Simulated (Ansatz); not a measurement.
An O vacancy next to an O vacancy in corundum Al2O3, 118 atoms, charge +2

All numbers come from Ansatz (PAW, plane waves, no spin–orbit coupling) at the single k point (¼, ¼, ¼) without its symmetry partners. The atoms were relaxed with PBEsol in a fixed cell; other functionals are single points on those atoms unless said otherwise. The valence top and gap of the host come from its small cell on a dense mesh, with the band extrema sought between the mesh points, lined up by the mean potential, PBEsol gap 6.03 eV, HSE06 gap 7.99 eV. The charge correction uses an assumed dielectric constant of 10.

Cell: a = 9.548 Å, b = 9.548 Å, c = 13.014 Å, α = 90.00°, β = 90.00°, γ = 120.00°.

Nearest atoms after relaxation, from the placed atom (for vacancies from the middle of the vacant sites): Al at 1.59 Å, Al at 1.59 Å, O at 2.15 Å, O at 2.34 Å, O at 2.35 Å, Al at 2.39 Å, Al at 2.39 Å, O at 2.61 Å.

Chemical potentials μ are those of reference phases of the elements at zero temperature by the same functional (the usual solids, diamond for C, grey Sn, and the molecules H2, N2, O2, F2, Cl2, Br2 and S8).

```
functional  E(defect) − E(host) − Σ nμ + q·E_VBM (eV)  monopole (eV)  alignment (eV)  formation energy at E_F = VBM (eV)  moment (μB)              wall time, shared host
    PBEsol                                       7.72           0.77           -0.42                                8.07  0 (no spin)  6.8 s on NVIDIA GB200 (relaxation)
     HSE06                                       5.76           0.77           -0.41                                6.12  0 (no spin)                22 s on NVIDIA GB200
```

HSE06 one-electron levels near the gap (the ten most localised at most), from the host's valence top, not corrected for the charge's images:

```csv
level (eV),spin,filling,atoms sharing it,element of the atom with most weight
-0.28,both,2.00,45.9,spread
-0.24,both,2.00,42.0,spread
-0.21,both,2.00,39.5,spread
-0.17,both,2.00,51.9,spread
-0.12,both,2.00,54.0,spread
-0.10,both,2.00,48.7,spread
0.01,both,2.00,48.5,spread
2.74,both,2.00,10.4,Al
4.91,both,0.00,13.5,Al
8.28,both,0.00,10.7,Al
```

All elements are taken at their own reference at once; growth conditions in equilibrium with the host shift these energies, by up to the host's formation enthalpy.

One k point and a cell of this size can leave errors of several tenths of an eV in such numbers.

The vacancy pair keeps two electrons in a localised level at 2.74 eV, in the lower half of the HSE06 gap, with an empty partner at 4.91 eV. This is the pattern expected of two coupled F centres. Each missing oxide ion leaves a cavity orbital built from the inward-pointing hybrids of the surrounding Al ions, and overlap between neighbouring cavities gives a bonding and an antibonding combination. The neutral pair would hold four electrons, so the +2 state plausibly fills only the bonding one; the predominant Al weight fits this picture, though the orbital phases would be needed to confirm it.

The formation energy at the valence top falls from 8.07 eV in PBEsol to 6.12 eV in HSE06, probably in large part because the hybrid lowers the valence top, the reservoir for the two removed electrons. Raising the Fermi level makes this charge state costlier. Without separated vacancies and other charge states for comparison, the results establish neither binding of the pair nor a Fermi-level range in which +2 is preferred.
